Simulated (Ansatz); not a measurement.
## Zr3N4: field gradients against cell size

Reference cell: a structure deposited in the COD whose atoms were relaxed with PBE, the cell held.

Space group I-43d (No. 220); a = 6.7400 Å.

| site | Wyckoff | site symmetry | x | y | z |
| --- | --- | --- | --- | --- | --- |
| Zr | 12a | -4.. | 0.3750 | 0.0000 | 0.2500 |
| N | 16c | .3. | 0.0687 | 0.0687 | 0.0687 |

One atom of each set is listed; the run and its k-mesh use a cell of 14 atoms with edges of 5.84, 5.84, 5.84 Å.

Method: Kohn–Sham DFT in Ansatz, PBE, plane waves and PAW, scalar-relativistic, 420 eV cutoff, Γ-centred 6×6×6 k-points, Fermi–Dirac smearing 0.02 eV.

The cell is scaled uniformly, and the ions relax again at each size.

| V/V₀ | Zr V_zz (η) | N V_zz (η) |
| --- | --- | --- |
| 0.94 | 6.60 (0.00) | 0.30 (0.00) |
| 0.96 | 7.48 (0.00) | 0.37 (0.00) |
| 0.98 | 8.50 (0.00) | 0.45 (0.00) |
| 1.00 | 9.98 (0.00) | 0.57 (0.00) |
| 1.02 | 11.10 (0.00) | 0.68 (0.00) |
| 1.04 | ? | ? |
| 1.06 | 14.80 (0.00) | 1.07 (0.00) |

(1) Fill in the row for V/V₀ = 1.04 (V_zz in 10²¹ V/m²).

Without spin–orbit coupling (the program notes it for Zr) the gradients can shift somewhat, as the gap is small. With a gap of 0.7 eV on this mesh, small gradients can still move by 0.1 × 10²¹ V/m² or more as the k-mesh gets denser.

## Answers

(1) Zr: 12.79 (0.00), N: 0.85 (0.00). Worked for Zr: a power law through the other 6 rows, |V_zz| = 9.88 × (V/V₀)^6.73, gives 12.87 at V/V₀ = 1.04, against 12.79 from the run (+0.6 %). Logarithmic slopes d ln|V_zz|/d ln V over the series: Zr 6.7, N 10.4. Point charges on a uniformly scaled lattice would give −1; atoms that shift within the cell as it changes, and charge that moves in the bonds, make the difference. Slopes far above 3 in size belong to small values that are left over from large contributions.
